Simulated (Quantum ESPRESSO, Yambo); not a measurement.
Planning a run of Yambo 5.3.0 on GaN (F-43m). The input:

```
optics
chi
dipoles
Chimod= "HARTREE"
% QpntsRXd
 1 | 1 |
%
% BndsRnXd
 1 | 34 |
%
NGsBlkXd= 6 Ry
% EnRngeXd
 0 | 30 | eV
%
% DmRngeXd
 0.2 | 0.2 | eV
%
ETStpsXd= 301
% LongDrXd
 1 | 0 | 0 |
%
```

```sh
OMP_NUM_THREADS=1 mpirun -n 8 yambo -F optics7.in -J optics7 -C optics7 > optics7.log
```

The stored states that it reads are on a 10×10×10 mesh. The structure is cubic, space group F-43m (No. 216). The conventional cell has a = 4.507 Å, b = 4.507 Å, c = 4.507 Å, α = 90.00°, β = 90.00°, γ = 90.00°. Nearest to Ga lie 4 N at 1.95 Å. Nearest to N lie 4 Ga at 1.95 Å. Farther neighbours and most contacts between anions are not listed.

Estimate wall time and host memory on 8 MPI ranks of Arm Neoverse V1, shared host.

It took 18 s; on shared hardware allow 9.1 s to 36 s. Peak host memory was 2.7 GiB.

[Paths, hosts, dates, memory and timing lines, banners, echoed tables and standing remarks are left out of the program output.]

[Logs are printed without paths, hosts, clocks, repeated set-up lines and the standing remarks that a program may print on its own settings, such as how far it seeks lower states.]

[Runs of the session that timed out or met a known fault of the program may be left out.]

[Hosts, paths, dates, database ids (printed as entryN), source tags and the programs' standing remarks are cut or masked in the printed files.]
